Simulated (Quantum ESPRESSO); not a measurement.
# SnSe under changes of volume

One of the cells (27.271 Å³/atom); the others are scaled copies at fixed shape and fractional positions:

```xyz
2
Lattice="0.0000 3.0100 3.0100 3.0100 0.0000 3.0100 3.0100 3.0100 0.0000" Properties=species:S:1:pos:R:3 pbc="T T T"
Sn    0.0000    0.0000    0.0000
Se    3.0100    3.0100    3.0100
```

Measurements of this composition are mostly on another form, of space group No. 62.

* Program: Quantum ESPRESSO 7.5
* Functional: r2SCAN
* Potentials or basis: SG15 PBE 1.2
* Cutoff: 952 eV
* Density cutoff: 3810 eV
* k mesh: 6 × 6 × 6
* Occupations: fermi-dirac, width 0.05 eV
* Spin: no spin polarisation

```tsv
volume (Å³/atom)	energy over the lowest point (meV/atom)	pressure (GPa)	gap on the mesh (eV)
25.635	7.69	2.4	0.55
26.180	1.71	1.1	0.46
26.725	0.00	-0.1	0.36
27.271	?	?	?
27.816	7.56	-2.0	0.19
28.362	15.96	-2.8	0.12
28.907	26.87	-3.5	0.04
```

What does the run at 27.271 Å³/atom give?

Energy over the lowest point 2.09 meV/atom; pressure -1.1 GPa; gap on the mesh 0.28 eV.

Worked out: A Birch-Murnaghan fit of order 3 (a polynomial in V^(-2/3)) to the other rows has its minimum at 26.68 Å³/atom with B0 = V·E''(V) = 55 GPa and B' = 5.3. It gives 2.12 meV/atom at 27.271 Å³/atom, against the run's 2.09, and -dE/dV = -1.1 GPa, against -1.1.

Energies are extrapolated to zero smearing.

Caveats: the potentials were made for another functional, which shifts forces and pressure; spin-orbit coupling is left out, which moves the levels of the heavy elements.

A mesh can miss the band edges.
